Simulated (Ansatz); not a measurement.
Crystal: SnO2.

```
Sn O
1.0
     0.00000    2.57415    2.57415
     2.57415    0.00000    2.57415
     2.57415    2.57415    0.00000
Sn O
1 2
Direct
  0.00000 0.00000 0.00000
  0.75000 0.75000 0.75000
  0.25000 0.25000 0.25000
```

Measurements of this composition are mostly on another form, of space group No. 136.

Program: Ansatz 0.2.0. Alike in all runs: task single point; potentials or basis Ansatz PAW; no spin polarisation; cell as given; k mesh 5 × 5 × 5; smearing fermi-dirac 0.05 eV; the mesh is coarse, so values aren't converged.

**Question.** Order these runs on this cell by their pressure, lowest first.
A. level r2SCAN50; cutoff (eV) 500
B. level r2SCAN0; cutoff (eV) 500
C. level r2SCANh; cutoff (eV) 500
D. level HF; cutoff (eV) 420

**Answer.** A (-24.8 GPa), D (-23.2 GPa), B (-17.7 GPa), C (-13.0 GPa).

Caveats: all runs use coarse meshes; the PAW data sets come from PBE, with cores solved anew for the run's functional, which leaves a small shift of forces and pressure; the thresholds are loose for stress; so large a pressure means that the cell lies far from this level's equilibrium, or that cutoff or potentials fall short (some runs).
